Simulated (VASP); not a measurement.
A run of VASP 6.6.1 is set up as follows.

Contents of INCAR:

```
SYSTEM = Os
PREC = Accurate ; ENCUT = 520
EDIFF = 1E-6 ; ISMEAR = -1
SIGMA = 0.05 ; LREAL = .FALSE.
LASPH = .TRUE. ; NELM = 100
ALGO = Normal ; ISIF = 2
LWAVE = .FALSE. ; LCHARG = .FALSE.
LMAXMIX = 4 ; METAGGA = MS2
LMIXTAU = .TRUE. ; NBANDS = 15
```

File KPOINTS:

```
regular mesh
0
G
  11 11 6
  0 0 0
```

The input POSCAR:

```
Os
1.0
    2.7341000000      0.0000000000      0.0000000000
   -1.3670500000      2.3678000565      0.0000000000
    0.0000000000      0.0000000000      4.3197000000
Os
2
Direct
    0.6666666667      0.3333333333      0.7500000000
    0.3333333333      0.6666666667      0.2500000000
```

KPOINTS_OPT

```
path GMKGALHA,LM,KH
15
line-mode
reciprocal
 0.0000000000  0.0000000000  0.0000000000  G
 0.5000000000  0.0000000000  0.0000000000  M

 0.5000000000  0.0000000000  0.0000000000  M
 0.3333333333  0.3333333333  0.0000000000  K

 0.3333333333  0.3333333333  0.0000000000  K
 0.0000000000  0.0000000000  0.0000000000  G

 0.0000000000  0.0000000000  0.0000000000  G
 0.0000000000  0.0000000000  0.5000000000  A

 0.0000000000  0.0000000000  0.5000000000  A
 0.5000000000  0.0000000000  0.5000000000  L

 0.5000000000  0.0000000000  0.5000000000  L
 0.3333333333  0.3333333333  0.5000000000  H

 0.3333333333  0.3333333333  0.5000000000  H
 0.0000000000  0.0000000000  0.5000000000  A

 0.5000000000  0.0000000000  0.5000000000  L
 0.5000000000  0.0000000000  0.0000000000  M

 0.3333333333  0.3333333333  0.0000000000  K
 0.3333333333  0.3333333333  0.5000000000  H
```

Potentials or basis: VASP PAW PBE potentials, release 64 (Os).

Launch:

```sh
$ cat potpaw_PBE.64/Os/POTCAR > POTCAR
$ mpirun -np 1 vasp_std > vasp.out
```

(1) Predict the band gap along the path.

(2) Predict the pressure.

Answers

(1) none (metal or under the smearing width).

(2) -5.4 GPa.

Caveat: the PAW data sets were made with another functional, which shifts forces and pressure a little; spin-orbit coupling is left out, which moves the levels of the heavy elements.
